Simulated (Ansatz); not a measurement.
Vibrations of CsBr (Pm-3m) by finite displacements

```
Cs Br
1.0
     4.24017    0.00000    0.00000
     0.00000    4.24017    0.00000
     0.00000    0.00000    4.24017
Cs Br
1 1
Direct
  0.00000 0.00000 0.00000
  0.50000 0.50000 0.50000
```

The conventional cell has a = 4.240 Å, b = 4.240 Å, c = 4.240 Å, α = 90.00°, β = 90.00°, γ = 90.00°. Cs (atom 1) is surrounded by 8 Br at 3.67 Å. Br (atom 2) is surrounded by 8 Cs at 3.67 Å.

Level of theory, where no other is named: PBEsol, all-electron LAPW in Ansatz 0.2.0, scalar-relativistic. k mesh 6×6×6, fixed occupations, basis error target 0.5 meV/atom. The cell was relaxed by PAW under this functional.

Atoms are displaced by 0.01 Å in the smallest supercells that hold the wave vectors of a 2×2×2 mesh. Negative values stand for unstable modes. The zone centre has no LO-TO term.

(1) What are the phonon energies at the solved wave vectors, in cm⁻¹?

(2) Is the structure dynamically stable at these wave vectors?

(3) How do the optical zone-centre modes decompose, and which are active?

(4) How well do frozen-core PAW files reproduce these all-electron values?

(5) The cell is scaled evenly to 75.091 and 77.378 Å³ (from 76.234), with free atoms relaxed and the shape held. What are the mode Grüneisen parameters γ = −d ln ω/d ln V?

(6) Linear response on PAW files adds the field. What are the dielectric tensor, the Born charges and the LO shift?

Results:

(1) 

```
                q  point                      modes (cm⁻¹)
0.000 0.000 0.000  Gamma                         69.2 (×3)
0.500 0.000 0.000      X  39.0 (×2), 58.6 (×2), 76.0, 91.6
0.500 0.500 0.000      M  35.3, 50.2 (×2), 53.4, 80.6 (×2)
0.500 0.500 0.500      R              56.9 (×3), 77.1 (×3)
```

(2) Yes, no mode is unstable there; wave vectors off this mesh aren't tested.

(3) Point group m-3m: Γ_opt = T1u.

```tsv
label	cm⁻¹	activity	mostly
T1u	69.2	IR	Br (62 %)
```

(4) With a cutoff of 420 eV and displacements of 0.0025 Å, the r.m.s. difference over the modes is 0.0 cm⁻¹; the largest difference is 53.4 (PAW) against 53.4 cm⁻¹ (LAPW).

(5) For the highest mode, 93.7 cm⁻¹ in the small cell and 89.7 in the large one give γ ≈ 1.45. From the change of the dynamical matrix on each mode:

```tsv
point	cm⁻¹	γ
Gamma	69.2	3.12
X	39.0	3.44
X	58.6	3.11
X	76.0	1.30
X	91.6	1.46
M	35.3	3.86
M	50.2	0.12
M	53.4	3.47
M	80.6	2.73
R	56.9	2.00
R	77.1	2.11
```

Weighted by the modes' heat capacities at 300 K, the mean on this mesh is 2.41; it moves with the q mesh, and a coarse one overweights the zone boundary.

(6) ε∞ = (3.19, 3.19, 3.19) along x, y, z with local fields. Born charges (xx, yy, zz): Cs1 (1.33, 1.33, 1.33); Br2 (-1.33, -1.33, -1.33). The highest zone-centre mode lies at 69.2 cm⁻¹ without the macroscopic field and at 109.2 cm⁻¹ with it, for q along x. Lyddane-Sachs-Teller then gives ε₀ = ε∞ (ω_LO/ω_TO)² = 7.97. With the ions free to follow the field, the program's ε₀ is (7.97, 7.97, 7.97).

Limits of these numbers: the frozen-core PAW files of the compared runs were fitted under PBE, their cores solved anew for this functional; semilocal gaps are low, and ε∞ tends to come out large.
